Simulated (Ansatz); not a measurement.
Runs of Ansatz 0.2.0 on In. The structure is tetragonal, space group I4/mmm (No. 139). Conventional cell: a = 3.251 Å, b = 3.251 Å, c = 4.947 Å, α = 90.00°, β = 90.00°, γ = 90.00°. In (site symmetry 4/mmm) has 12 In at 3.25 to 3.38 Å as nearest neighbours. 

```tsv
task	level	potentials or basis	k mesh	cutoff (eV)	smearing	driver	eos	gap on the mesh (eV)	pressure (GPa)	V0 of scaled cells (Å³/atom)	B0 (GPa)
equation of state	PBE+D3(BJ)	Ansatz PAW earlier set	11 × 11 × 11	710	methfessel-paxton 0.01 eV	calculator	vinet	-	-	(b)	42
equation of state	PBE	Ansatz PAW soft_1	11 × 11 × 11	420	fermi-dirac 0.05 eV	-	-	-	-	(a)	35
single point	PBE+D3(BJ)+ATM	PseudoDojo standard (PBE files)	11 × 11 × 11	952	gaussian 0.15 eV	-	-	none	0.1	-	-
density of states	PBE0	PseudoDojo standard (PBE files)	8 × 8 × 8	952	gaussian 0.1 eV	-	-	none	-	-	-
single point	PBE	Ansatz PAW soft_1	11 × 11 × 11	420	fermi-dirac 0.05 eV	-	-	none	2.0	-	-
```

Alike in all rows: no spin polarisation; cell as given.

Fill in the values left out.

(a) 27.52; (b) 26.07.

Caveats: the cell was scaled at fixed shape and fractional positions, which overstates the stiffness of a crystal with free parameters, most of all of layers and chains (some runs); pairwise dispersion overbinds metals, which lowers pressure and volume (some runs); the potentials were made for another functional, which shifts forces and pressure (some runs).

A k mesh can miss the band edges, and the runs leave out spin-orbit coupling on In.

A gap of «none» marks a metal or a gap under the smearing width.

Not every run made on this cell is shown here.
